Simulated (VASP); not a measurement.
**BP (rocksalt): one LDA relaxation of cell and atoms in two programs**

Start cell

```
CELL_PARAMETERS angstrom
0.00000 2.15626 2.15626
2.15626 0.00000 2.15626
2.15626 2.15626 0.00000
ATOMIC_POSITIONS crystal
B 0.00000 0.00000 0.00000
P 0.50000 0.50000 0.50000
```

Each program uses its own PAW datasets. VASP's cell holds 8 valence electrons and Ansatz's 8. LDA means the Perdew–Zunger form with relativistic exchange in VASP and the Perdew–Wang form in Ansatz.

Cutoffs: 600 eV in VASP, 420 eV in Ansatz. k meshes: 10×10×10 and 10×10×10.

```json
{"": "relaxed cell vector lengths", "VASP": "3.009, 3.009, 3.009 Å", "Ansatz": "3.010, 3.010, 3.010 Å"}
{"": "relaxed cell volume", "VASP": "19.27 Å³", "Ansatz": "19.27 Å³"}
```
